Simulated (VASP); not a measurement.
# InAs (F-43m) in VASP: notebook

The runs below take InAs through relaxation of cell and atoms, with PBEsol.

Program: VASP 6.6.1. These are calculated values, not measurements. Logs are shortened: lines on timing, memory, paths and dates and some standing lists are left out, and cuts for length are marked.

## Step 1: The crystal as given

The structure is cubic, space group F-43m (No. 216). Conventional cell: a = 6.036 Å, b = 6.036 Å, c = 6.036 Å, α = 90.00°, β = 90.00°, γ = 90.00°. Around In (site symmetry -43m) lie 4 As at 2.61 Å. Around As (site symmetry -43m) lie 4 In at 2.61 Å.

## Step 2: Relaxation of cell and atoms, PBEsol

File INCAR:

```
SYSTEM = InAs
PREC     = Accurate       ! precision mode
ENCUT    = 600            ! plane-wave cutoff, eV
EDIFF    = 1E-6           ! SCF threshold, eV
ISMEAR   = 0              ! smearing method
SIGMA    = 0.03           ! smearing width, eV
LREAL    = .False.        ! projectors in reciprocal space
LASPH    = .True.         ! aspherical terms in the spheres
NELM     = 80             ! most SCF steps
ALGO     = Normal         ! electronic algorithm
ISIF     = 3              ! what is computed and relaxed
LWAVE    = .False.        ! write WAVECAR
LCHARG   = .False.        ! write CHGCAR
GGA      = PS             ! functional
IBRION   = 2              ! ionic algorithm
NSW      = 90             ! ionic steps
EDIFFG   = -0.01          ! ionic threshold
```

File KPOINTS:

```
regular mesh
0
Gamma
  10 10 10
  0 0 0
```

File POSCAR:

```
InAs
1.0
    0.0000000000      3.0180000000      3.0180000000
    3.0180000000      0.0000000000      3.0180000000
    3.0180000000      3.0180000000      0.0000000000
In As
1 1
Direct
    0.0000000000      0.0000000000      0.0000000000
    0.2500000000      0.2500000000      0.2500000000
```

Potentials or basis: VASP PAW PBE potentials, release 64 (In_d, As).

Launch:

```console
$ cat potpaw_PBE.64/In_d/POTCAR potpaw_PBE.64/As/POTCAR > POTCAR
$ mpirun -np 1 vasp_std > vasp.out
```

OUTCAR:

```text
SYSTEM = InAs
   PREC = Accurate
   ENCUT = 600
   EDIFF = 1E-6
   ISMEAR = 0
   LREAL = .False.
   LASPH = .True.
   NELM = 80
   ISIF = 3
   GGA = PS
   IBRION = 2
   NSW = 90
   EDIFFG = -0.01

 ion  position               nearest neighbor table
   1  0.000  0.000  0.000-   2 2.61   2 2.61   2 2.61   2 2.61
   2  0.250  0.250  0.250-   1 2.61   1 2.61   1 2.61   1 2.61

  LATTYP: Found a face centered cubic cell.
 ALAT       =     6.0360000000

  Lattice vectors:

 A1 = (   0.0000000000,   3.0180000000,   3.0180000000)
 A2 = (   3.0180000000,   0.0000000000,   3.0180000000)
 A3 = (   3.0180000000,   3.0180000000,   0.0000000000)

Analysis of symmetry for initial positions (statically):
=====================================================================
 Subroutine PRICEL returns:
 Original cell was already a primitive cell.

 Routine SETGRP: Setting up the symmetry group for a
 face centered cubic supercell.

 Subroutine GETGRP returns: Found 24 space group operations
 (whereof 24 operations were pure point group operations)
 out of a pool of 48 trial point group operations.

The static configuration has the point symmetry T_d .

Analysis of symmetry for dynamics (positions and initial velocities):
=====================================================================
 Subroutine PRICEL returns:
 Original cell was already a primitive cell.

 Routine SETGRP: Setting up the symmetry group for a
 face centered cubic supercell.

 Subroutine GETGRP returns: Found 24 space group operations
 (whereof 24 operations were pure point group operations)
 out of a pool of 48 trial point group operations.

The dynamic configuration has the point symmetry T_d .

 Subroutine INISYM returns: Found 24 space group operations
 (whereof 24 operations are pure point group operations),
 and found     1 'primitive' translations

----------------------------------------------------------------------------------------

                                     Primitive cell

  volume of cell :      54.9778

  direct lattice vectors                    reciprocal lattice vectors
     0.000000000  3.018000000  3.018000000    -0.165672631  0.165672631  0.165672631
     3.018000000  0.000000000  3.018000000     0.165672631 -0.165672631  0.165672631
     3.018000000  3.018000000  0.000000000     0.165672631  0.165672631 -0.165672631

  length of vectors
     4.268096531  4.268096531  4.268096531     0.286953414  0.286953414  0.286953414

  position of ions in fractional coordinates (direct lattice)
     0.000000000  0.000000000  0.000000000
     0.250000000  0.250000000  0.250000000

  ion indices of the primitive-cell ions
   primitive index   ion index
                 1           1
                 2           2

----------------------------------------------------------------------------------------

 KPOINTS: regular mesh

Automatic generation of k-mesh.
 Grid dimensions read from file:
 generate k-points for:   10   10   10

 Generating k-lattice:

  Cartesian coordinates                     Fractional coordinates (reciprocal lattice)
    -0.016567263  0.016567263  0.016567263     0.100000000  0.000000000  0.000000000
     0.016567263 -0.016567263  0.016567263     0.000000000  0.100000000  0.000000000
     0.016567263  0.016567263 -0.016567263     0.000000000  0.000000000  0.100000000

  Length of vectors
     0.028695341  0.028695341  0.028695341

  Shift w.r.t. Gamma in fractional coordinates (k-lattice)
     0.000000000  0.000000000  0.000000000

 Subroutine IBZKPT returns following result:
 ===========================================

 Found     47 irreducible k-points:

 Following reciprocal coordinates:
            Coordinates               Weight
  0.000000  0.000000  0.000000      1.000000
  0.100000  0.000000  0.000000      8.000000
  0.200000  0.000000  0.000000      8.000000
  0.300000  0.000000  0.000000      8.000000
  0.400000  0.000000  0.000000      8.000000
  0.500000  0.000000  0.000000      4.000000
[... 16 lines left out ...]
  0.300000  0.300000  0.000000      6.000000
  0.400000  0.300000  0.000000     24.000000
 [... further k-points ...]
   k-points           NKPTS =     47   k-points in BZ     NKDIM =     47   number of bands    NBANDS=     13
   number of dos      NEDOS =    301   number of ions     NIONS =      2
   total plane-waves  NPLWV =  46656
   dimension x,y,z NGX =    36 NGY =   36 NGZ =   36
   dimension x,y,z NGXF=    72 NGYF=   72 NGZF=   72
   ions per type =               1   1
   NGX,Y,Z   is equivalent  to a cutoff of  14.02, 14.02, 14.02 a.u.
   NGXF,Y,Z  is equivalent  to a cutoff of  28.04, 28.04, 28.04 a.u.
 SYSTEM =  InAs
   PREC   = accura    normal or accurate (medium, high low for compatibility)
   ISTART =      0    job   : 0-new  1-cont  2-samecut
   ICHARG =      2    charge: 1-file 2-atom 10-const
   ISPIN  =      1    spin polarized calculation?
   LNONCOLLINEAR =      F non collinear calculations
   LSORBIT =      F    spin-orbit coupling
   LASPH  =      T    aspherical Exc in radial PAW
   ENCUT  =  600.0 eV  44.10 Ry    6.64 a.u.   8.52  8.52  8.52*2*pi/ulx,y,z
   NELM   =     80;   NELMIN=  2; NELMDL= -5     # of ELM steps
   EDIFF  = 0.1E-05   stopping-criterion for ELM
   LREAL  =      F    real-space projection
   EDIFFG = -.1E-01   stopping-criterion for IOM
   NSW    =     90    number of steps for IOM
   IBRION =      2    ionic relax: 0-MD 1-quasi-New 2-CG
   NFREE  =      1    steps in history (QN), initial steepest desc. (CG)
   ISIF   =      3    stress and relaxation
   ISYM   =      2    0-nonsym 1-usesym 2-fastsym
   POTIM  = 0.5000    time-step for ionic-motion
   TEBEG  =    0.0;   TEEND  =   0.0 temperature during run
   PSTRESS=    0.0 pullay stress
   NELECT =      18.0000    total number of electrons
   NUPDOWN=      -1.0000    fix difference up-down
   EMIN   =  10.00;   EMAX   =-10.00  energy-range for DOS
   EFERMI =   0.00;   METHOD = LEGACY
   ISMEAR =     0;   SIGMA  =   0.03  broadening in eV -4-tet -1-fermi 0-gaus
   EFERMI_NEDOS =   21; number of points for ismear=-14 and -15
   IALGO  =     38    algorithm
   IMIX   =      4    mixing-type and parameters
     AMIX     =   0.40;   BMIX     =  1.00
     AMIX_MAG =   1.60;   BMIX_MAG =  1.00
  volume/ion in A,a.u.               =      27.49       185.50
  Fermi-wavevector in a.u.,A,eV,Ry     =   1.128331  2.132236 17.321990  1.273130
  Thomas-Fermi vector in A             =   2.265020
   LORBIT       =      0    0 simple, 1 ext, 2 COOP (PROOUT), +10 PAW based schemes
   GGA     = PS    functional components
   LHFCALC =     F    Hartree Fock is set to
   AEXX    =    0.0000 exact exchange contribution
   IVDW    =     0    specifies the selected vdW correction
   LEPSILON=     F    determine dielectric tensor
   LRPA    =     F    only Hartree local field effects (RPA)
 conjugate gradient relaxation of ions
 non-spin polarized calculation
 Gauss-broadening in eV      SIGMA  =   0.03
  energy-cutoff  :      600.00
  volume of cell :       54.98
 maximum number of plane-waves:      1854
 NGX is ok and might be reduce to    36
   NGX = 17   NGY = 17   NGZ = 17

--------------------------------------- Ionic step        1  -------------------------------------------

 number of electron      18.0000003 magnetization

 Free energy of the ion-electron system (eV)
  ---------------------------------------------------
  ext. energy  EPLUGINS =         0.00000000
  ---------------------------------------------------
  free energy    TOTEN  =        -8.48258744 eV

  energy without entropy =       -8.48254116  energy(sigma->0) =       -8.48256430

 E-fermi :   4.4372     XC(G=0):  -9.3082

 val. band max:        4.4280757955   @ k =   0.0000   0.0000   0.0000
 cond. band min:       5.3138913391   @ k =   0.5000   0.0000   0.0000
 fundamental gap:      0.8858155435
 Fermi energy:         4.4372128700

 k-point     1 :       0.0000    0.0000    0.0000
  band No.  band energies     occupation
      1      -9.9157      2.00000
      2      -9.9157      2.00000
      3      -9.9157      2.00000
      4      -9.7854      2.00000
      5      -9.7854      2.00000
      6      -7.4982      2.00000
      7       4.1730      2.00000
      8       4.4281      1.33333
      9       4.4281      1.33333
     10       4.4281      1.33333
     11       8.2865      0.00000
     12       8.2865      0.00000
     13       8.2865      0.00000

 k-point     2 :       0.1000    0.0000    0.0000
  band No.  band energies     occupation
      1      -9.9299      2.00000
      2      -9.9117      2.00000
      3      -9.9117      2.00000
      4      -9.7855      2.00000
      5      -9.7855      2.00000
      6      -7.3919      2.00000
      7       2.8805      2.00000
      8       4.2966      2.00000
      9       4.2966      2.00000
     10       5.3430      0.00000
     11       8.3433      0.00000
[... 412 lines left out ...]
 POSITION                                       TOTAL-FORCE (eV/Angst)
 -----------------------------------------------------------------------------------
      6.11677      6.11677      6.11677        -0.000000     -0.000000     -0.000000
      1.52919      1.52919      1.52919         0.000000      0.000000      0.000000
 -----------------------------------------------------------------------------------
    total drift:                               -0.000000     -0.000000     -0.000000

  FREE ENERGIE OF THE ION-ELECTRON SYSTEM (eV)
  ---------------------------------------------------
  free  energy   TOTEN  =        -8.4884693403 eV

  energy  without entropy=       -8.4884230616  energy(sigma->0) =       -8.48844620

--------------------------------------- Ionic step        3  -------------------------------------------

 number of electron      18.0000003 magnetization

 Free energy of the ion-electron system (eV)
  ---------------------------------------------------
  ext. energy  EPLUGINS =         0.00000000
  ---------------------------------------------------
  free energy    TOTEN  =        -8.49004261 eV

  energy without entropy =       -8.48999633  energy(sigma->0) =       -8.49001947

 E-fermi :   4.1651     XC(G=0):  -9.1897

 val. band max:        4.1559976046   @ k =   0.0000   0.0000   0.0000
 cond. band min:       4.9842054483   @ k =   0.5000   0.0000   0.0000
 fundamental gap:      0.8282078437
 Fermi energy:         4.1651346773

 k-point     1 :       0.0000    0.0000    0.0000
  band No.  band energies     occupation
      1     -10.1329      2.00000
      2     -10.1329      2.00000
      3     -10.1329      2.00000
      4     -10.0138      2.00000
      5     -10.0138      2.00000
      6      -7.5955      2.00000
      7       3.7638      2.00000
      8       4.1560      1.33333
      9       4.1560      1.33333
     10       4.1560      1.33333
     11       8.0026      0.00000
     12       8.0026      0.00000
     13       8.0026      0.00000

 k-point     2 :       0.1000    0.0000    0.0000
  band No.  band energies     occupation
      1     -10.1454      2.00000
      2     -10.1293      2.00000
      3     -10.1293      2.00000
      4     -10.0139      2.00000
      5     -10.0139      2.00000
      6      -7.4945      2.00000
      7       2.5749      2.00000
      8       4.0306      2.00000
      9       4.0306      2.00000
     10       4.9895      0.00000
     11       8.0461      0.00000
[... 376 lines left out ...]
 POSITION                                       TOTAL-FORCE (eV/Angst)
 -----------------------------------------------------------------------------------
      0.00000      0.00000      0.00000         0.000000      0.000000      0.000000
      1.52273      1.52273      1.52273        -0.000000     -0.000000     -0.000000
 -----------------------------------------------------------------------------------
    total drift:                               -0.000000     -0.000000     -0.000000

  FREE ENERGIE OF THE ION-ELECTRON SYSTEM (eV)
  ---------------------------------------------------
  free  energy   TOTEN  =        -8.4900426072 eV

  energy  without entropy=       -8.4899963285  energy(sigma->0) =       -8.49001947

 reached required accuracy - stopping structural energy minimisation
```

It took 70 s on 1 thread of Intel Xeon Platinum 8259CL at 2.50GHz (Skylake/Cascade Lake), shared host; peak memory 0.24 GiB.

Results:

- Free energy: -8.4900 eV
- Relaxed volume: 28.25 Å³/atom
- Relaxed cell: a = 4.307 Å, b = 4.307 Å, c = 4.307 Å, α = 60.00°, β = 60.00°, γ = 60.00°
- Space group after relaxing (to 0.05 Å): F-43m (No. 216)
- Energy gained by relaxing: 3.7 meV/atom
- Ionic steps: 3
- Pressure after relaxing: 0.0 GPa
- Band gap on the k mesh: none (metal or under the smearing width)

The path:
```
step  energy change (eV)  largest force (eV/Å)  pressure (GPa)  volume (Å³)
   1              0.0000                0.0000            1.62        54.98
   2             -0.0059                0.0000           -0.70        57.21
   3             -0.0075                0.0000            0.01        56.49
```

Final structure:
```xyz
2
Lattice="0.0000 3.0455 3.0455 3.0455 0.0000 3.0455 3.0455 3.0455 0.0000" Properties=species:S:1:pos:R:3 pbc="T T T"
In    0.0000    0.0000    0.0000
As    1.5227    1.5227    1.5227
```

Caveat: the PAW data sets were made with another functional, which shifts forces and pressure a little; this crystal is a semiconductor, whose small gap the functional closes, so the metal is an error of the method. Zero-point motion and thermal expansion aren't in these numbers.

## Step 3: Relaxation of cell and atoms, PBEsol

This run uses another cell than the first one, of 28.25 Å³/atom, 1.028 times its volume.

Changes to INCAR since step 2:

```diff
@@ -3,3 +3,3 @@
 ENCUT    = 600            ! plane-wave cutoff, eV
-EDIFF    = 1E-6           ! SCF threshold, eV
+EDIFF    = 1E-7           ! SCF threshold, eV
 ISMEAR   = 0              ! smearing method
@@ -16,2 +16,2 @@
 NSW      = 90             ! ionic steps
-EDIFFG   = -0.01          ! ionic threshold
+EDIFFG   = -0.005         ! ionic threshold
```

KPOINTS is that of step 2.

File POSCAR:

```
InAs                                    
1.0
    0.0000000000      3.0454540627      3.0454540627
    3.0454540627      0.0000000000      3.0454540627
    3.0454540627      3.0454540627     -0.0000000000
  In              As            
     1     1
Direct
     0.0000000000000000    0.0000000000000000    0.0000000000000000
     0.2500000000000000    0.2500000000000000    0.2500000000000000
```

Potentials or basis: VASP PAW PBE potentials, release 64 (In_d, As).

Launch:

```console
$ cat potpaw_PBE.64/In_d/POTCAR potpaw_PBE.64/As/POTCAR > POTCAR
$ mpirun -np 1 vasp_std > vasp.out
```

Wall time 34 s (1 thread of Intel Xeon Platinum 8259CL at 2.50GHz (Skylake/Cascade Lake), shared host); peak memory 0.23 GiB.

It converged, with:

- Free energy: -8.4902 eV
- Pressure after relaxing: 0.0 GPa
- Band gap on the k mesh: none (metal or under the smearing width)

Final structure:
```yaml
crystal:
  lattice:
    - [0.00000, 3.04545, 3.04545]
    - [3.04545, 0.00000, 3.04545]
    - [3.04545, 3.04545, 0.00000]
  atoms:
    - { symbol: In, position: [0.00000, 0.00000, 0.00000] }
    - { symbol: As, position: [0.25000, 0.25000, 0.25000] }
```

Levels at points of the mesh, in eV from the Fermi level:
```
           k point  band 5  band 6  band 7  band 8  band 9  band 10  band 11  band 12  band 13
(0.00, 0.00, 0.00)  -14.18  -11.76   -0.40   -0.01   -0.01    -0.01     3.84     3.84     3.84
(0.50, 0.00, 0.00)  -14.17  -10.34   -5.71   -0.97   -0.97     0.82     4.60     4.60     6.68
(0.50, 0.50, 0.00)  -14.16   -9.82   -5.80   -2.28   -2.28     1.47     1.97     8.93     9.06
```

Caveat: the relaxation stopped at its first step, so nothing moved; the PAW data sets were made with another functional, which shifts forces and pressure a little; this crystal is a semiconductor, whose small gap the functional closes, so the metal is an error of the method.

## Step 4: Relaxation of cell and atoms, PBEsol

File INCAR:

```
  PREC = Accurate
  ENCUT = 600
  EDIFF = 1E-6
  ISMEAR = 0
  SIGMA = 0.03
  LREAL = F
  LASPH = T
  NELM = 80
  ALGO = Normal
  ISIF = 3
  LWAVE = F
  LCHARG = F
  GGA = PS
  IBRION = 2
  NSW = 90
  EDIFFG = -0.01
```

File KPOINTS:

```
Automatic mesh
0
Gamma
  10 10 10
```

File POSCAR:

```
InAs
1.0
    0.0000000000      3.0180000000      3.0180000000
    3.0180000000      0.0000000000      3.0180000000
    3.0180000000      3.0180000000      0.0000000000
In As
1 1
Direct
    0.0000000000      0.0000000000      0.0000000000
    0.2500000000      0.2500000000      0.2500000000
```

Launch:

```console
$ cat potpaw_PBE.64/In_d/POTCAR potpaw_PBE.64/As/POTCAR > POTCAR
$ mpirun -np 1 vasp_std > vasp.out
```

It took 73 s on 1 thread of Intel Xeon Platinum 8375C at 2.90GHz (Ice Lake), shared host; peak memory 0.24 GiB.

It converged, with:

```yaml
Free_energy: -8.4900 eV
Relaxed_volume: 28.25 Å³/atom
Relaxed_cell: a = 4.307 Å, b = 4.307 Å, c = 4.307 Å, α = 60.00°, β = 60.00°, γ = 60.00°
Space_group_after_relaxing_to_0.05_Å: F-43m (No. 216)
Energy_gained_by_relaxing: 3.7 meV/atom
Ionic_steps: 3
Pressure_after_relaxing: 0.0 GPa
Band_gap_on_the_k_mesh: none (metal or under the smearing width)
```

Step by step:
| step | energy change (eV) | largest force (eV/Å) | pressure (GPa) | volume (Å³) |
| --- | --- | --- | --- | --- |
| 1 | 0.0000 | 0.0000 | 1.62 | 54.98 |
| 2 | -0.0059 | 0.0000 | -0.70 | 57.21 |
| 3 | -0.0075 | 0.0000 | 0.01 | 56.49 |

Final structure:
```yaml
crystal:
  lattice:
    - [0.00000, 3.04545, 3.04545]
    - [3.04545, 0.00000, 3.04545]
    - [3.04545, 3.04545, 0.00000]
  atoms:
    - { symbol: In, position: [0.00000, 0.00000, 0.00000] }
    - { symbol: As, position: [0.25000, 0.25000, 0.25000] }
```

Levels at points of the mesh, in eV from the Fermi level:
```
           k point  band 6  band 7  band 8  band 9  band 10  band 11  band 12  band 13
(0.00, 0.00, 0.00)  -11.76   -0.40   -0.01   -0.01    -0.01     3.84     3.84     3.84
(0.50, 0.00, 0.00)  -10.34   -5.71   -0.97   -0.97     0.82     4.60     4.60     6.68
(0.50, 0.50, 0.00)   -9.82   -5.80   -2.28   -2.28     1.47     1.97     8.93     9.06
```

Caveat: the PAW data sets were made with another functional, which shifts forces and pressure a little; this crystal is a semiconductor, whose small gap the functional closes, so the metal is an error of the method. Zero-point motion and thermal expansion aren't in these numbers.

(Continued in part 2 of 2.)
